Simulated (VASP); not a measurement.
# K in VASP: notebook, part 2 of 2

VASP 6.6.1. The steps go on from the part before.

### 4 Single point, r2SCAN0+D3(BJ)

POSCAR reads:

```
K
1.0
    4.5345090142      0.0000000000      0.0000000000
   -1.5115030047      4.2751760977      0.0000000000
    0.0000000000      0.0000000000     22.4048222126
K
3
Direct
    0.5000000000      0.5000000000      0.3347493646
    0.0000000000      0.0000000000      0.5000000000
    0.5000000000      0.5000000000      0.6652506354
```

INCAR.step1 reads:

```
PREC = Accurate ; ENCUT = 520
EDIFF = 1E-5 ; ISMEAR = -1
SIGMA = 0.1 ; LREAL = False
LASPH = True ; NELM = 80
ALGO = Normal ; ISIF = 2
LWAVE = True ; LCHARG = False
NBANDS = 20 ; NELECT = 27.1
GGA = PE
```

INCAR.step2 reads:

```
PREC = Accurate ; ENCUT = 520
EDIFF = 1E-6 ; ISMEAR = -1
SIGMA = 0.1 ; LREAL = False
LASPH = True ; NELM = 80
ALGO = Normal ; ISIF = 2
LWAVE = False ; LCHARG = False
METAGGA = R2SCAN ; LHFCALC = True
AEXX = 0.25 ; LMIXTAU = True
PRECFOCK = Fast ; IVDW = 12
VDW_S6 = 1.0 ; VDW_S8 = 1.1846
VDW_A1 = 0.4534 ; VDW_A2 = 5.8972
NBANDS = 20 ; NELECT = 27.1
ISTART = 1
```

KPOINTS reads:

```
regular mesh
0
Gamma
  4 4 1
```

Potentials or basis: VASP PAW PBE potentials, release 64 (K_sv).

Launch:

```bash
cat potpaw_PBE.64/K_sv/POTCAR > POTCAR
cp INCAR.step1 INCAR
mpirun -np 1 vasp_std > vasp.out
cp INCAR.step2 INCAR
mpirun -np 1 vasp_std > vasp.out
```

OUTCAR:

```text
PREC = Accurate
   ENCUT = 520
   EDIFF = 1E-6
   ISMEAR = -1
   LREAL = False
   LASPH = True
   NELM = 80
   ISIF = 2
   METAGGA = R2SCAN
   LHFCALC = True
   AEXX = 0.25
   PRECFOCK = Fast
   IVDW = 12
   NELECT = 27.1
   ISTART = 1
 IVDW          = 12

 ion  position               nearest neighbor table
   1  0.500  0.500  0.335-
   2  0.000  0.000  0.500-
   3  0.500  0.500  0.665-

  LATTYP: Found a base centered orthorhombic cell.
 ALAT       =     5.2360000000
 B/A-ratio  =     1.4142135624
 C/A-ratio  =     4.2789958389

  Lattice vectors:

 A1 = (   4.5345090142,   0.0000000000,   0.0000000000)
 A2 = (  -1.5115030047,   4.2751760977,   0.0000000000)
 A3 = (   0.0000000000,   0.0000000000,  22.4048222126)

Analysis of symmetry for initial positions (statically):
=====================================================================
 Subroutine PRICEL returns:
[... 157 lines left out ...]
  ext. energy  EPLUGINS =         0.00000000
  ---------------------------------------------------
  free energy    TOTEN  =       -14.71798190 eV

  energy without entropy =      -14.66138224  energy(sigma->0) =      -14.68968207

 E-fermi :  -0.9995     XC(G=0):  -2.8289

 val. band max:       -1.2756192583   @ k =   0.2500   0.2500   0.0000
 cond. band min:      -0.9976299724   @ k =   0.2500  -0.0000   0.0000
 fundamental gap:      0.2779892860
 Fermi energy:        -0.9995039825

 k-point     1 :       0.0000    0.0000    0.0000
  band No.  band energies     occupation
      1     -37.8027      2.00000
      2     -37.8027      2.00000
      3     -37.5584      2.00000
      4     -19.4202      2.00000
      5     -19.4177      2.00000
      6     -19.3714      2.00000
[... 150 lines left out ...]
     19       1.7240      0.00000
     20       2.6626      0.00000

------------------------ aborting loop because EDIFF is reached ----------------------------------------

 Edisp (eV)   -0.16210

 E8    (eV) :    -0.0921

  FORCE on cell =-STRESS in cart. coord.  units (eV):
  Direction    XX          YY          ZZ          XY          YZ          ZX
  --------------------------------------------------------------------------------------
  -------------------------------------------------------------------------------------
  Total       0.30307     0.20848     0.00021    -0.13377     0.00000     0.00000
  in kB       1.11795     0.76903     0.00076    -0.49345     0.00000     0.00000
  external pressure =        0.63 kB  Pullay stress =        0.00 kB

 VOLUME and BASIS-vectors are now :
 -----------------------------------------------------------------------------
  energy-cutoff  :      520.00
  volume of cell :      434.34
      direct lattice vectors                 reciprocal lattice vectors
     4.534509014  0.000000000  0.000000000     0.220531042  0.077969498  0.000000000
    -1.511503005  4.275176098  0.000000000     0.000000000  0.233908493  0.000000000
     0.000000000  0.000000000 22.404822213     0.000000000  0.000000000  0.044633249

 POSITION                                       TOTAL-FORCE (eV/Angst)
 -----------------------------------------------------------------------------------
      1.51150      2.13759      7.50000        -0.000000      0.000000      0.000535
      0.00000      0.00000     11.20241         0.000000      0.000000      0.000000
      1.51150      2.13759     14.90482         0.000000      0.000000     -0.000535
 -----------------------------------------------------------------------------------
    total drift:                                0.000000      0.000000     -0.000001

  FREE ENERGIE OF THE ION-ELECTRON SYSTEM (eV)
  ---------------------------------------------------
  free  energy   TOTEN  =       -14.8800848286 eV

  energy  without entropy=      -14.8234851707  energy(sigma->0) =      -14.85178500
```

OSZICAR.step1:

```text
N       E                     dE             d eps       ncg     rms          rms(c)
DAV:   1     0.181762153573E+03    0.18176E+03   -0.10403E+04   328   0.936E+02
DAV:   2     0.151062179594E+02   -0.16666E+03   -0.16476E+03   328   0.263E+02
DAV:   3    -0.215010547350E+01   -0.17256E+02   -0.17182E+02   444   0.623E+01
DAV:   4    -0.315152137673E+01   -0.10014E+01   -0.99747E+00   436   0.146E+01
DAV:   5    -0.317357350530E+01   -0.22052E-01   -0.22049E-01   440   0.233E+00    0.407E+00
DAV:   6    -0.298712171211E+01    0.18645E+00   -0.41316E-01   320   0.188E+00    0.201E+00
DAV:   7    -0.297113427460E+01    0.15987E-01   -0.85306E-02   376   0.740E-01    0.746E-01
DAV:   8    -0.296793951019E+01    0.31948E-02   -0.18568E-02   352   0.591E-01    0.126E-01
DAV:   9    -0.296749574153E+01    0.44377E-03   -0.23972E-03   372   0.212E-01    0.771E-02
DAV:  10    -0.296715120180E+01    0.34454E-03   -0.11764E-03   312   0.147E-01    0.406E-02
DAV:  11    -0.296704171194E+01    0.10949E-03   -0.32587E-04   364   0.793E-02    0.257E-02
DAV:  12    -0.296709871987E+01   -0.57008E-04   -0.24927E-04   332   0.590E-02    0.215E-02
DAV:  13    -0.296731231095E+01   -0.21359E-03   -0.80903E-05   328   0.283E-02    0.110E-02
DAV:  14    -0.296760791846E+01   -0.29561E-03   -0.91161E-05   264   0.245E-02    0.784E-03
DAV:  15    -0.296786607795E+01   -0.25816E-03   -0.12156E-04   244   0.245E-02    0.381E-03
DAV:  16    -0.296793938134E+01   -0.73303E-04   -0.42561E-05   252   0.153E-02    0.294E-03
DAV:  17    -0.296796986085E+01   -0.30480E-04   -0.30574E-05   244   0.119E-02    0.106E-03
DAV:  18    -0.296797090698E+01   -0.10461E-05   -0.26829E-06   260   0.467E-03
   1 F= -.29679709E+01 E0= -.29018103E+01  d E =-.132321E+00
```

Run time: 13 min. Hardware: 1 thread of Intel Xeon Platinum 8488C (Sapphire Rapids), shared host; peak memory 0.58 GiB.

These settings aren't checked as converged: the numbers below hold their error.

Results:

```
Free energy                : -14.8801 eV
Band gap on the k mesh     : none (metal or under the smearing width)
Dispersion energy per atom : -0.054 eV
```

Caveat: the k mesh is coarse (spacing up to 0.37 Å⁻¹), so the values aren't converged, least of all with exact exchange; the cell is charged against a uniform background, so pressure and absolute levels hang on convention; the PAW data sets were made with another functional, which shifts forces and pressure a little.

### 5 Electrostatic potential, RPBE+D3(BJ) (the (1 1 0) slab of K, cut from the database cell, not relaxed)

INCAR reads:

```
  PREC = Accurate
  ENCUT = 500
  EDIFF = 1E-6
  ISMEAR = 0
  SIGMA = 0.01
  LREAL = F
  LASPH = T
  NELM = 80
  ALGO = Normal
  ISIF = 2
  LWAVE = F
  LCHARG = T
  LDIPOL = T
  IDIPOL = 3
  DIPOL = 0.5 0.5 0.500
  GGA = RP
  IVDW = 12
  LVHAR = T
  LVACPOTAV = T
```

KPOINTS reads:

```
Automatic mesh
0
Gamma
  6 6 1
```

POSCAR is that of step 4.

Potentials or basis: VASP PAW PBE potentials, release 64 (K_pv).

Launch:

```bash
cat potpaw_PBE.64/K_pv/POTCAR > POTCAR
mpirun -np 1 vasp_std > vasp.out
```

OUTCAR:

```text
PREC = Accurate
   ENCUT = 500
   EDIFF = 1E-6
   ISMEAR = 0
   LREAL = F
   LASPH = T
   NELM = 80
   ISIF = 2
   GGA = RP
   IVDW = 12
 IVDW          = 12

 ion  position               nearest neighbor table
   1  0.500  0.500  0.335-   2 4.53   2 4.53   2 5.24   2 5.24
   2  0.000  0.000  0.500-   1 4.53   3 4.53   1 4.53   3 4.53   1 5.24   3 5.24   1 5.24   3 5.24

   3  0.500  0.500  0.665-   2 4.53   2 4.53   2 5.24   2 5.24

  LATTYP: Found a base centered orthorhombic cell.
 ALAT       =     5.2360000000
 B/A-ratio  =     1.4142135624
 C/A-ratio  =     4.2789958389
[... 410 lines left out ...]
  Direction    XX          YY          ZZ          XY          YZ          ZX
  --------------------------------------------------------------------------------------
  -------------------------------------------------------------------------------------
  Total      -1.71982    -1.80172    -1.11986    -0.11583     0.00000     0.00000
  in kB      -6.34406    -6.64620    -4.13095    -0.42728     0.00000     0.00000
  external pressure =       -5.71 kB  Pullay stress =        0.00 kB

 VOLUME and BASIS-vectors are now :
 -----------------------------------------------------------------------------
  energy-cutoff  :      500.00
  volume of cell :      434.34
      direct lattice vectors                 reciprocal lattice vectors
     4.534509014  0.000000000  0.000000000     0.220531042  0.077969498  0.000000000
    -1.511503005  4.275176098  0.000000000     0.000000000  0.233908493  0.000000000
     0.000000000  0.000000000 22.404822213     0.000000000  0.000000000  0.044633249

 POSITION                                       TOTAL-FORCE (eV/Angst)
 -----------------------------------------------------------------------------------
      1.51150      2.13759      7.50000         0.000000      0.000000      0.150049
      0.00000      0.00000     11.20241         0.000000      0.000000      0.000000
      1.51150      2.13759     14.90482        -0.000000     -0.000000     -0.150049
 -----------------------------------------------------------------------------------
    total drift:                                0.000000     -0.000000      0.000000

  FREE ENERGIE OF THE ION-ELECTRON SYSTEM (eV)
  ---------------------------------------------------
  free  energy   TOTEN  =        -3.3783069329 eV

  energy  without entropy=       -3.3777522076  energy(sigma->0) =       -3.37802957

 vacuum level on the upper side and lower side of the slab         0.719         0.719
```

stdout:

```text
POSCAR found type information on POSCAR K
 POSCAR found :  1 types and       3 ions
 scaLAPACK will be used
 -----------------------------------------------------------------------------
[... 23 lines left out ...]
|     Did not find any points to average over, which means that no vacuum     |
|     field-free region was found. Please increase the size of  your cell     |
|     in the dimension of the dipole correction to obtain accurate            |
|     workfunction values.                                                    |
|                                                                             |
 -----------------------------------------------------------------------------
```

Run time: 1.9 min. Hardware: 1 thread of Intel Xeon Platinum 8488C (Sapphire Rapids), shared host; peak memory 0.5 GiB.

Results:

```yaml
Free_energy: -3.3783 eV
Largest_force: 0.150 eV/Å
Band_gap_on_the_k_mesh: none (metal or under the smearing width)
Dispersion_energy_per_atom: -0.291 eV
Work_function_of_the_upper_face: 2.27 eV
Work_function_of_the_lower_face: 2.27 eV
```

Forces in eV/Å, atoms in the order of the input:
```
K    0.000  0.000  0.150
K    0.000  0.000  0.000
K    0.000  0.000 -0.150
```

Caveat: the PAW data sets were made with another functional, which shifts forces and pressure a little.

### 6 Summary

| task | level | potentials or basis | cell | cutoff (eV) | smearing | atoms held fixed (from 0) | gap on the mesh (eV) |
| --- | --- | --- | --- | --- | --- | --- | --- |
| relaxation of the atoms | PBE | VASP PAW PBE potentials, release 64 (K_sv) | atoms relaxed from: the (1 1 0) slab of K, cut from the database cell, not relaxed | 520 | gaussian 0.05 eV | [0] | none |
| relaxation of the atoms | PBE+dDsC | VASP PAW PBE potentials, release 64 (K_sv) | atoms relaxed from: the (1 1 0) slab of K, cut from the database cell, not relaxed | 520 | gaussian 0.05 eV | [0] | none |
| electrostatic potential | RPBE+D3(BJ) | VASP PAW PBE potentials, release 64 (K_pv) | the (1 1 0) slab of K, cut from the database cell, not relaxed | 500 | gaussian 0.01 eV | - | none |

Alike in all rows: no spin polarisation; k mesh 6 × 6 × 1.

Caveats: the relaxation stopped at its first step, so nothing moved (some runs); the PAW data sets were made with another functional, which shifts forces and pressure a little (some runs).

Total energies depend on the potentials used, so only differences within one code and one set of settings carry meaning.
